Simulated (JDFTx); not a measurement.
# Zr (P6_3/mmc) in JDFTx: further runs

The runs below take Zr through relaxation of cell and atoms, with AM05, revPBE.

Everything below comes from runs of JDFTx 1.7.0 (patched build). Logs are shortened: lines on timing, memory, paths and dates and some standing lists are left out, and cuts for length are marked. The log counts tension as positive stress, the text compression.

### 1 The structure

Symmetry: P6_3/mmc, No. 194, hexagonal system. The conventional cell has a = 3.232 Å, b = 3.232 Å, c = 5.147 Å, α = 90.00°, β = 90.00°, γ = 120.00°. Zr (site symmetry -6m2) is surrounded by 12 Zr at 3.18 to 3.23 Å.

### 2 Relaxation of cell and atoms, AM05

Input file Zr.in:

```
lattice \
    6.1075948348    -3.0537974174     0.0000000000 \
    0.0000000000     5.2893322829     0.0000000000 \
    0.0000000000     0.0000000000     9.7264203634
coords-type Cartesian
ion Zr     3.0537974177     1.7631107608     7.2948152726 1
ion Zr    -0.0000000003     3.5262215221     2.4316050909 1

ion-species pseudo/Zr.upf
elec-cutoff 40 320
elec-ex-corr gga-x-am05 gga-c-am05
kpoint-folding 2 2 1
elec-smearing Fermi 0.0018374661
elec-n-bands 18
electronic-SCF nIterations 100 energyDiffThreshold 1e-09
electronic-minimize nIterations 30 energyDiffThreshold 1e-7
forces-output-coords Cartesian
lattice-minimize nIterations 40 energyDiffThreshold 1e-6

dump-name run.$VAR
dump End Ecomponents EigStats BandEigs Kpoints Forces Stress
```

Potentials or basis: SG15-PBE-1.2 with smoothed tails.

Run with:

```console
$ jdftx -c 1 -i Zr.in -o Zr.out
```

The program printed:

```text
*************** JDFTx 1.7.0 (patched build) ***************

Input parsed successfully to the following command list (including defaults):
[... the input with its defaults ...]

---------- Setting up symmetries ----------

Found 24 point-group symmetries of the bravais lattice
Found 24 space-group symmetries with basis
Applied RMS atom displacement 3.43187e-10 bohrs to make symmetries exact.

---------- Initializing the Grid ----------
R =
[      6.10759      -3.0538            0  ]
[            0      5.28933            0  ]
[            0            0      9.72642  ]
unit cell volume = 314.213
G =
[    1.02875   0.593949         -0  ]
[          0     1.1879          0  ]
[          0         -0   0.645992  ]
Minimum fftbox size, Smin = [  52  52  80  ]
Chosen fftbox size, S = [  54  54  80  ]

---------- Initializing tighter grid for wavefunction operations ----------
R =
[      6.10759      -3.0538            0  ]
[            0      5.28933            0  ]
[            0            0      9.72642  ]
unit cell volume = 314.213
G =
[    1.02875   0.593949         -0  ]
[          0     1.1879          0  ]
[          0         -0   0.645992  ]
Minimum fftbox size, Smin = [  36  36  56  ]
Chosen fftbox size, S = [  36  36  56  ]

---------- Exchange Correlation functional ----------
Initialized LibXC exchange functional 'Armiento & Mattsson 05'
Initialized LibXC correlation functional 'Armiento & Mattsson 05'

---------- Setting up pseudopotentials ----------
Width of ionic core gaussian charges (only for fluid interactions / plotting) set to 0

Reading pseudopotential file 'pseudo/Zr.upf':
  'Zr' pseudopotential, 'PBE' functional
  Generated using ONCVPSP code by D. R. Hamann
  12 valence electrons, 0 orbitals, 6 projectors, 602 radial grid points, with lMax = 2
  Core radius for overlap checks: 2.10 bohrs.

Initialized 1 species with 2 total atoms.

Folded 1 k-points by 2x2x1 to 4 k-points.

---------- Setting up k-points, bands, fillings ----------
Reduced to 2 k-points under symmetry.
Computing the number of bands and number of electrons
[... 112 lines left out ...]
SCF: Cycle:  5   F: -94.754893467138956   dF: -6.164e-08   |Residual|: 1.435e-04   |deigs|: 3.893e-05
	FillingsUpdate:  mu: +0.535046540  nElectrons: 24.000000
SCF: Cycle:  6   F: -94.754893503597700   dF: -3.646e-08   |Residual|: 8.410e-05   |deigs|: 7.103e-06
	FillingsUpdate:  mu: +0.535048436  nElectrons: 24.000000
SCF: Cycle:  7   F: -94.754893509718514   dF: -6.121e-09   |Residual|: 5.266e-05   |deigs|: 1.864e-05
	FillingsUpdate:  mu: +0.535048082  nElectrons: 24.000000
SCF: Cycle:  8   F: -94.754893514298004   dF: -4.579e-09   |Residual|: 2.750e-05   |deigs|: 3.838e-06
	FillingsUpdate:  mu: +0.535047779  nElectrons: 24.000000
SCF: Cycle:  9   F: -94.754893514889559   dF: -5.916e-10   |Residual|: 2.736e-05   |deigs|: 1.060e-06
	FillingsUpdate:  mu: +0.535047134  nElectrons: 24.000000
SCF: Cycle: 10   F: -94.754893515446327   dF: -5.568e-10   |Residual|: 2.467e-05   |deigs|: 2.105e-06
SCF: Converged (|Delta E|<1.000000e-09 for 2 iters).

Setting wave functions to eigenvectors of Hamiltonian
LatticeMinimize: 	Wolfe criterion not satisfied: alpha: 1  (E-E0)/|gdotd0|: -1.00618  gdotd/gdotd0: 0.995123 (taking cubic step)

-------- Electronic minimization -----------
Will mix electronic density at each iteration.
	FillingsUpdate:  mu: +0.535047134  nElectrons: 24.000000
	FillingsUpdate:  mu: +0.535633221  nElectrons: 24.000000
SCF: Cycle:  0   F: -94.760190582330011   dF: -9.296e-03   |Residual|: 4.746e-02   |deigs|: 5.439e-04
	FillingsUpdate:  mu: +0.535796297  nElectrons: 24.000000
SCF: Cycle:  1   F: -94.760733389854650   dF: -5.428e-04   |Residual|: 2.357e-02   |deigs|: 3.572e-03
	FillingsUpdate:  mu: +0.536069112  nElectrons: 24.000000
SCF: Cycle:  2   F: -94.760980363466160   dF: -2.470e-04   |Residual|: 3.648e-03   |deigs|: 3.444e-03
	FillingsUpdate:  mu: +0.536150473  nElectrons: 24.000000
SCF: Cycle:  3   F: -94.760985336408851   dF: -4.973e-06   |Residual|: 1.136e-03   |deigs|: 5.928e-04
	FillingsUpdate:  mu: +0.536260107  nElectrons: 24.000000
SCF: Cycle:  4   F: -94.760986166607424   dF: -8.302e-07   |Residual|: 3.098e-04   |deigs|: 1.363e-04
	FillingsUpdate:  mu: +0.536243170  nElectrons: 24.000000
SCF: Cycle:  5   F: -94.760986384384736   dF: -2.178e-07   |Residual|: 3.356e-04   |deigs|: 3.591e-05
	FillingsUpdate:  mu: +0.536242725  nElectrons: 24.000000
SCF: Cycle:  6   F: -94.760986485519481   dF: -1.011e-07   |Residual|: 3.411e-05   |deigs|: 3.907e-05
	FillingsUpdate:  mu: +0.536244323  nElectrons: 24.000000
SCF: Cycle:  7   F: -94.760986518300840   dF: -3.278e-08   |Residual|: 4.843e-05   |deigs|: 1.104e-05
	FillingsUpdate:  mu: +0.536242838  nElectrons: 24.000000
SCF: Cycle:  8   F: -94.760986540585947   dF: -2.229e-08   |Residual|: 4.368e-05   |deigs|: 2.187e-06
	FillingsUpdate:  mu: +0.536243926  nElectrons: 24.000000
SCF: Cycle:  9   F: -94.760986545191699   dF: -4.606e-09   |Residual|: 4.269e-05   |deigs|: 1.485e-06
	FillingsUpdate:  mu: +0.536241503  nElectrons: 24.000000
SCF: Cycle: 10   F: -94.760986549322737   dF: -4.131e-09   |Residual|: 2.998e-05   |deigs|: 4.362e-06
	FillingsUpdate:  mu: +0.536239333  nElectrons: 24.000000
SCF: Cycle: 11   F: -94.760986550344356   dF: -1.022e-09   |Residual|: 1.787e-05   |deigs|: 4.708e-06
	FillingsUpdate:  mu: +0.536238617  nElectrons: 24.000000
SCF: Cycle: 12   F: -94.760986550645143   dF: -3.008e-10   |Residual|: 1.337e-05   |deigs|: 1.344e-06
	FillingsUpdate:  mu: +0.536239019  nElectrons: 24.000000
SCF: Cycle: 13   F: -94.760986550798961   dF: -1.538e-10   |Residual|: 1.722e-05   |deigs|: 3.962e-07
SCF: Converged (|Delta E|<1.000000e-09 for 2 iters).

Setting wave functions to eigenvectors of Hamiltonian
LatticeMinimize: 	Wolfe criterion not satisfied: alpha: 3  (E-E0)/|gdotd0|: -2.94007  gdotd/gdotd0: 0.921499 (taking cubic step)

-------- Electronic minimization -----------
Will mix electronic density at each iteration.
	FillingsUpdate:  mu: +0.536239019  nElectrons: 24.000000
	FillingsUpdate:  mu: +0.537395016  nElectrons: 24.000000
SCF: Cycle:  0   F: -94.768911023840090   dF: -3.792e-02   |Residual|: 9.358e-02   |deigs|: 2.187e-03
	FillingsUpdate:  mu: +0.537771647  nElectrons: 24.000000
SCF: Cycle:  1   F: -94.770771927386804   dF: -1.861e-03   |Residual|: 4.683e-02   |deigs|: 6.654e-03
	FillingsUpdate:  mu: +0.538447062  nElectrons: 24.000000
SCF: Cycle:  2   F: -94.771651477956965   dF: -8.796e-04   |Residual|: 7.175e-03   |deigs|: 6.424e-03
	FillingsUpdate:  mu: +0.538622762  nElectrons: 24.000000
SCF: Cycle:  3   F: -94.771671217014415   dF: -1.974e-05   |Residual|: 2.262e-03   |deigs|: 1.244e-03
	FillingsUpdate:  mu: +0.538833689  nElectrons: 24.000000
SCF: Cycle:  4   F: -94.771673475949953   dF: -2.259e-06   |Residual|: 7.989e-04   |deigs|: 1.778e-04
	FillingsUpdate:  mu: +0.538800331  nElectrons: 24.000000
SCF: Cycle:  5   F: -94.771674183707617   dF: -7.078e-07   |Residual|: 4.609e-04   |deigs|: 4.051e-05
	FillingsUpdate:  mu: +0.538801105  nElectrons: 24.000000
[... 320 lines left out ...]
# Energy components:
   Eewald =      -78.3406561048317656
       EH =       13.8170433275777942
     Eloc =      -59.1288735495020319
      Enl =       12.6871940029644286
      Exc =      -11.7004570641952466
       KE =       27.8775015926293150
-------------------------------------
     Etot =      -94.7882477953575062
       TS =        0.0020815844388994
-------------------------------------
        F =      -94.7903293797964039

LatticeMinimize: Iter:   6  F: -94.790329379796404  |grad|_K:  4.903e-06  alpha:  1.000e+00  linmin:  6.060e-01
LatticeMinimize: Converged (|Delta F|<1.000000e-06 for 2 iters).

Dumping 'run.eigStats' ...
	eMin: -1.239887 at state 0 ( [ +0.000000 +0.000000 +0.000000 ] spin 0 )
	HOMO: +0.530796 at state 1 ( [ +0.000000 +0.500000 +0.000000 ] spin 0 )
	mu  : +0.532347
	LUMO: +0.561756 at state 0 ( [ +0.000000 +0.000000 +0.000000 ] spin 0 )
	eMax: +0.768130 at state 1 ( [ +0.000000 +0.500000 +0.000000 ] spin 0 )
	HOMO-LUMO gap: +0.030959
	Optical gap  : +0.108523 at state 1 ( [ +0.000000 +0.500000 +0.000000 ] spin 0 )
Done!
[note: the HOMO, LUMO and gaps printed at the end count levels as full or empty at half filling, so they show a gap where a level is partly filled]
```

It took 61 s on 1 thread of Arm Neoverse V1, shared host; peak memory 0.11 GiB.

These settings aren't checked as converged: the numbers below hold their error.

Results:

| Quantity | Value |
| --- | --- |
| Free energy | -2579.3763 eV |
| Relaxed volume | 21.75 Å³/atom |
| Relaxed cell | a = 3.404 Å, b = 3.404 Å, c = 4.335 Å, α = 90.00°, β = 90.00°, γ = 120.00° |
| Space group after relaxing (to 0.05 Å) | P6_3/mmc (No. 194) |
| Energy gained by relaxing | 525.3 meV/atom |
| Ionic steps | 7 |
| Pressure after relaxing | 0.0 GPa |
| Band gap on the k mesh | none (metal or under the smearing width) |

Caveat: the k mesh is coarse (spacing up to 1.22 Å⁻¹), so the values aren't converged; the plane waves are those of the starting cell, so after so large a change of volume the result is rough; the potentials were made for another functional, which shifts forces and pressure.

### 3 Relaxation of cell and atoms, revPBE

Zr.in, as its differences from that of step 2:

```diff
@@ -10,3 +10,3 @@
 elec-cutoff 40 320
-elec-ex-corr gga-x-am05 gga-c-am05
+elec-ex-corr gga-x-pbe-r gga-c-pbe
 kpoint-folding 2 2 1
@@ -20,2 +20,2 @@
 dump-name run.$VAR
-dump End Ecomponents EigStats BandEigs Kpoints Forces Stress
+dump End Ecomponents EigStats BandEigs Kpoints Forces Stress ElecDensity KEdensity
```

Potentials or basis: SG15-PBE-1.2 with smoothed tails.

Run with:

```console
$ jdftx -c 1 -i Zr.in -o Zr.out
```

Run time: 67 s. Hardware: 1 thread of Arm Neoverse V1, shared host; peak memory 0.11 GiB.

The run converged, but some of its settings lie outside the range that counts as converged, so its numbers aren't taken as properties of the crystal.

What came out:

```
Free energy                            : -2584.1518 eV
Relaxed volume                         : 22.82 Å³/atom
Relaxed cell                           : a = 3.464 Å, b = 3.464 Å, c = 4.391 Å, α = 90.00°, β = 90.00°, γ = 120.00°
Space group after relaxing (to 0.05 Å) : P6_3/mmc (No. 194)
Energy gained by relaxing              : 497.8 meV/atom
Ionic steps                            : 8
Pressure after relaxing                : 0.0 GPa
Band gap on the k mesh                 : none (metal or under the smearing width)
```

Caveat: the k mesh is coarse (spacing up to 1.22 Å⁻¹), so the values aren't converged; the potentials were made for another functional, which shifts forces and pressure.
